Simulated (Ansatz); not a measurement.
Born–Oppenheimer molecular dynamics of a periodic cell of 17 atoms, W₉C₈ (surface WC(001), adsorbate W). It goes on from the last frame of an earlier run, with new velocities.

These are results of DFT LDA, scalar-relativistic, plane waves, PAW (Ansatz 0.2.0), not measurements. Settings: accuracy low, PAW set soft_1, cutoff 420 eV, k mesh 3x3x1, fermi-dirac smearing 0.05 eV, no spin polarisation.

```yaml
ensemble: NVT, Nosé–Hoover chain
time_step: 1 fs
steps_asked: 190
set_temperature: 1800 K
thermostat: time constant 50 fs, chain length 3
atoms_held: 1, 5, 9, 13
seed: 965607
```

Frames 1 fs apart, positions in Å.

Velocities at 20 fs (Å/ps):

```
W 0.00 0.00 0.00
C 13.67 7.22 8.48
W 5.34 -0.98 2.93
C -9.67 18.17 9.21
W 0.00 0.00 0.00
C 3.39 1.73 -9.48
W -2.01 -1.95 -7.23
C 1.14 6.77 -7.85
W 0.00 0.00 0.00
C -3.14 10.78 -1.71
W 1.70 3.28 -1.05
C 5.99 -15.83 -2.64
W 0.00 0.00 0.00
C 6.19 14.50 -5.82
W 1.86 1.96 1.13
C 5.17 9.89 -10.50
W -3.46 -1.63 2.07
```

```xyz
17
Lattice="5.6930 0.0000 0.0000 -2.8465 4.9302 0.0000 0.0000 0.0000 17.1931" Properties=species:S:1:pos:R:3 time_fs=20 energy_less_start_eV=0.531 T=1527
W 0.000 0.000 1.000
C 1.320 0.946 2.252
W -0.134 -0.005 3.839
C 1.439 0.849 5.077
W -1.423 2.465 1.000
C -0.148 3.358 2.367
W -1.570 2.406 3.848
C 0.138 3.244 5.401
W 2.846 0.000 1.000
C 4.295 0.834 2.443
W 2.704 -0.061 3.875
C 4.189 0.834 5.039
W 1.423 2.465 1.000
C 2.828 3.318 2.272
W 1.364 2.636 3.662
C 2.761 3.154 5.315
W 1.492 2.214 6.331
17
Lattice="5.6930 0.0000 0.0000 -2.8465 4.9302 0.0000 0.0000 0.0000 17.1931" Properties=species:S:1:pos:R:3 time_fs=21 energy_less_start_eV=0.458 T=1577
W 0.000 0.000 1.000
C 1.334 0.953 2.261
W -0.129 -0.006 3.842
C 1.429 0.867 5.085
W -1.423 2.465 1.000
C -0.145 3.360 2.357
W -1.572 2.404 3.841
C 0.139 3.251 5.392
W 2.846 0.000 1.000
C 4.292 0.845 2.441
W 2.706 -0.058 3.874
C 4.195 0.818 5.037
W 1.423 2.465 1.000
C 2.834 3.332 2.266
W 1.366 2.638 3.664
C 2.767 3.165 5.304
W 1.488 2.212 6.333
17
Lattice="5.6930 0.0000 0.0000 -2.8465 4.9302 0.0000 0.0000 0.0000 17.1931" Properties=species:S:1:pos:R:3 time_fs=22 energy_less_start_eV=0.409 T=1613
W 0.000 0.000 1.000
C 1.349 0.958 2.272
W -0.123 -0.007 3.845
C 1.417 0.884 5.094
W -1.423 2.465 1.000
C -0.140 3.361 2.347
W -1.574 2.402 3.833
C 0.140 3.257 5.383
W 2.846 0.000 1.000
C 4.287 0.855 2.437
W 2.708 -0.054 3.873
C 4.201 0.801 5.034
W 1.423 2.465 1.000
C 2.840 3.346 2.262
W 1.368 2.639 3.665
C 2.772 3.176 5.292
W 1.485 2.211 6.335
17
Lattice="5.6930 0.0000 0.0000 -2.8465 4.9302 0.0000 0.0000 0.0000 17.1931" Properties=species:S:1:pos:R:3 time_fs=23 energy_less_start_eV=0.384 T=1635
W 0.000 0.000 1.000
C 1.364 0.961 2.283
W -0.118 -0.008 3.848
C 1.405 0.901 5.101
W -1.423 2.465 1.000
C -0.135 3.361 2.337
W -1.576 2.401 3.826
C 0.140 3.264 5.372
W 2.846 0.000 1.000
C 4.281 0.865 2.432
W 2.710 -0.051 3.872
C 4.206 0.784 5.031
W 1.423 2.465 1.000
C 2.845 3.360 2.258
W 1.370 2.641 3.667
C 2.777 3.187 5.279
W 1.481 2.210 6.337
17
Lattice="5.6930 0.0000 0.0000 -2.8465 4.9302 0.0000 0.0000 0.0000 17.1931" Properties=species:S:1:pos:R:3 time_fs=24 energy_less_start_eV=0.382 T=1644
W 0.000 0.000 1.000
C 1.380 0.963 2.296
W -0.112 -0.009 3.851
C 1.392 0.917 5.107
W -1.423 2.465 1.000
C -0.128 3.361 2.327
W -1.577 2.399 3.819
C 0.140 3.271 5.360
W 2.846 0.000 1.000
C 4.274 0.875 2.426
W 2.712 -0.047 3.871
C 4.212 0.767 5.028
W 1.423 2.465 1.000
C 2.850 3.373 2.255
W 1.372 2.642 3.668
C 2.781 3.199 5.265
W 1.477 2.209 6.339
17
Lattice="5.6930 0.0000 0.0000 -2.8465 4.9302 0.0000 0.0000 0.0000 17.1931" Properties=species:S:1:pos:R:3 time_fs=25 energy_less_start_eV=0.399 T=1641
W 0.000 0.000 1.000
C 1.396 0.963 2.309
W -0.106 -0.010 3.854
C 1.378 0.932 5.112
W -1.423 2.465 1.000
C -0.121 3.360 2.317
W -1.579 2.397 3.812
C 0.140 3.277 5.347
W 2.846 0.000 1.000
C 4.266 0.884 2.418
W 2.714 -0.043 3.870
C 4.217 0.751 5.024
W 1.423 2.465 1.000
C 2.855 3.385 2.253
W 1.374 2.643 3.670
C 2.786 3.211 5.250
W 1.474 2.208 6.341
17
Lattice="5.6930 0.0000 0.0000 -2.8465 4.9302 0.0000 0.0000 0.0000 17.1931" Properties=species:S:1:pos:R:3 time_fs=26 energy_less_start_eV=0.431 T=1630
W 0.000 0.000 1.000
C 1.412 0.962 2.323
W -0.100 -0.011 3.858
C 1.363 0.944 5.114
W -1.423 2.465 1.000
C -0.114 3.358 2.308
W -1.580 2.396 3.805
C 0.139 3.284 5.334
W 2.846 0.000 1.000
C 4.258 0.892 2.409
W 2.716 -0.040 3.869
C 4.221 0.734 5.021
W 1.423 2.465 1.000
C 2.859 3.396 2.252
W 1.375 2.644 3.672
C 2.789 3.223 5.235
W 1.470 2.207 6.343
17
Lattice="5.6930 0.0000 0.0000 -2.8465 4.9302 0.0000 0.0000 0.0000 17.1931" Properties=species:S:1:pos:R:3 time_fs=27 energy_less_start_eV=0.475 T=1612
W 0.000 0.000 1.000
C 1.427 0.959 2.337
W -0.094 -0.011 3.861
C 1.349 0.955 5.115
W -1.423 2.465 1.000
C -0.105 3.357 2.299
W -1.581 2.394 3.798
C 0.138 3.290 5.320
W 2.846 0.000 1.000
C 4.249 0.899 2.399
W 2.718 -0.036 3.868
C 4.225 0.718 5.017
W 1.423 2.465 1.000
C 2.862 3.405 2.252
W 1.377 2.644 3.674
C 2.792 3.235 5.219
W 1.466 2.206 6.345
17
Lattice="5.6930 0.0000 0.0000 -2.8465 4.9302 0.0000 0.0000 0.0000 17.1931" Properties=species:S:1:pos:R:3 time_fs=28 energy_less_start_eV=0.527 T=1590
W 0.000 0.000 1.000
C 1.443 0.955 2.351
W -0.088 -0.012 3.864
C 1.334 0.963 5.114
W -1.423 2.465 1.000
C -0.096 3.354 2.291
W -1.583 2.393 3.792
C 0.136 3.296 5.305
W 2.846 0.000 1.000
C 4.240 0.904 2.389
W 2.721 -0.032 3.867
C 4.228 0.702 5.014
W 1.423 2.465 1.000
C 2.865 3.413 2.254
W 1.379 2.644 3.676
C 2.794 3.246 5.203
W 1.462 2.206 6.346
17
Lattice="5.6930 0.0000 0.0000 -2.8465 4.9302 0.0000 0.0000 0.0000 17.1931" Properties=species:S:1:pos:R:3 time_fs=29 energy_less_start_eV=0.584 T=1564
W 0.000 0.000 1.000
C 1.458 0.949 2.365
W -0.082 -0.013 3.867
C 1.319 0.970 5.111
W -1.423 2.465 1.000
C -0.086 3.352 2.283
W -1.583 2.392 3.785
C 0.135 3.301 5.290
W 2.846 0.000 1.000
C 4.231 0.909 2.377
W 2.723 -0.028 3.866
C 4.230 0.688 5.010
W 1.423 2.465 1.000
C 2.867 3.420 2.256
W 1.381 2.645 3.679
C 2.795 3.257 5.187
W 1.458 2.206 6.348
17
Lattice="5.6930 0.0000 0.0000 -2.8465 4.9302 0.0000 0.0000 0.0000 17.1931" Properties=species:S:1:pos:R:3 time_fs=30 energy_less_start_eV=0.645 T=1536
W 0.000 0.000 1.000
C 1.472 0.943 2.378
W -0.075 -0.013 3.871
C 1.304 0.974 5.106
W -1.423 2.465 1.000
C -0.076 3.349 2.277
W -1.584 2.390 3.778
C 0.133 3.306 5.275
W 2.846 0.000 1.000
C 4.221 0.911 2.364
W 2.725 -0.024 3.865
C 4.231 0.674 5.007
W 1.423 2.465 1.000
C 2.868 3.425 2.260
W 1.382 2.644 3.681
C 2.795 3.268 5.171
W 1.455 2.206 6.350
17
Lattice="5.6930 0.0000 0.0000 -2.8465 4.9302 0.0000 0.0000 0.0000 17.1931" Properties=species:S:1:pos:R:3 time_fs=31 energy_less_start_eV=0.711 T=1505
W 0.000 0.000 1.000
C 1.486 0.935 2.390
W -0.069 -0.013 3.874
C 1.289 0.976 5.100
W -1.423 2.465 1.000
C -0.065 3.345 2.271
W -1.585 2.389 3.772
C 0.131 3.310 5.260
W 2.846 0.000 1.000
C 4.212 0.913 2.351
W 2.728 -0.021 3.864
C 4.232 0.661 5.003
W 1.423 2.465 1.000
C 2.869 3.429 2.264
W 1.384 2.644 3.683
C 2.793 3.277 5.156
W 1.451 2.207 6.352
```

Of the whole run (190 fs, mean temperature of the second half 1925 K): The conserved energy stayed within 0.34 meV per atom of its start (net change 0.19 meV per atom), so the integration is sound. A run of 0.19 ps of so small a system gives no equilibrium averages. Limits of this set-up: coarse k mesh, thin slab, slab without dipole correction, PAW files made for another functional, low accuracy level.

Time of the run: 26 min on 2 threads of Arm Neoverse V1 (shared host), peak memory 0.9 GiB.
